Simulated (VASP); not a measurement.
A run of VASP 6.6.1:

File POSCAR:

```
CuI                                     
1.0
    0.0000000000      2.9334476000      2.9334476000
    2.9334476000     -0.0000000000      2.9334476000
    2.9334476000      2.9334476000     -0.0000000000
  Cu              I             
     1     1
Direct
     0.0000000000000000    0.0000000000000000    0.0000000000000000
     0.2500000000000000    0.2500000000000000    0.2500000000000000
```

The input INCAR.step1:

```
SYSTEM = CuI
PREC = Accurate ; ENCUT = 520
EDIFF = 1E-6 ; ISMEAR = 0
SIGMA = 0.02 ; LREAL = .FALSE.
LASPH = .TRUE. ; NELM = 80
ALGO = Normal ; ISIF = 2
LWAVE = .FALSE. ; LCHARG = .TRUE.
LMAXMIX = 4 ; NBANDS = 16
```

Contents of KPOINTS.step1:

```
regular mesh
0
G
  8 8 8
  0 0 0
```

File INCAR.step2:

```
SYSTEM = CuI
PREC = Accurate ; ENCUT = 520
EDIFF = 1E-6 ; ISMEAR = 0
SIGMA = 0.05 ; LREAL = .FALSE.
LASPH = .TRUE. ; NELM = 80
ALGO = Normal ; ISIF = 2
LWAVE = .FALSE. ; LCHARG = .FALSE.
LMAXMIX = 4 ; NBANDS = 16
ICHARG = 11
```

File KPOINTS.step2:

```
path GXWKGLUWLK,UX
10
line-mode
reciprocal
 0.0000000000  0.0000000000  0.0000000000  G
 0.5000000000  0.0000000000  0.5000000000  X

 0.5000000000  0.0000000000  0.5000000000  X
 0.5000000000  0.2500000000  0.7500000000  W

 0.5000000000  0.2500000000  0.7500000000  W
 0.3750000000  0.3750000000  0.7500000000  K

 0.3750000000  0.3750000000  0.7500000000  K
 0.0000000000  0.0000000000  0.0000000000  G

 0.0000000000  0.0000000000  0.0000000000  G
 0.5000000000  0.5000000000  0.5000000000  L

 0.5000000000  0.5000000000  0.5000000000  L
 0.6250000000  0.2500000000  0.6250000000  U

 0.6250000000  0.2500000000  0.6250000000  U
 0.5000000000  0.2500000000  0.7500000000  W

 0.5000000000  0.2500000000  0.7500000000  W
 0.5000000000  0.5000000000  0.5000000000  L

 0.5000000000  0.5000000000  0.5000000000  L
 0.3750000000  0.3750000000  0.7500000000  K

 0.6250000000  0.2500000000  0.6250000000  U
 0.5000000000  0.0000000000  0.5000000000  X
```

Potentials or basis: VASP PAW LDA potentials, release 64 (Cu, I).

Command:

```sh
$ cat potpaw_LDA.64/Cu/POTCAR potpaw_LDA.64/I/POTCAR > POTCAR
$ cp INCAR.step1 INCAR
$ cp KPOINTS.step1 KPOINTS
$ mpirun -np 1 vasp_std > vasp.out
$ cp INCAR.step2 INCAR
$ cp KPOINTS.step2 KPOINTS
$ mpirun -np 1 vasp_std > vasp.out
```

Hardware: 1 thread of Intel(R) Xeon(R) Platinum 8488C (Sapphire Rapids), with other jobs on the host.

Problem. How long does it take, and how much memory?

Solution. Run time: 35 s on 1 thread of Intel(R) Xeon(R) Platinum 8488C (Sapphire Rapids), on a shared host, peak memory 0.21 GiB. Counts: scf iterations 8, k points 100.
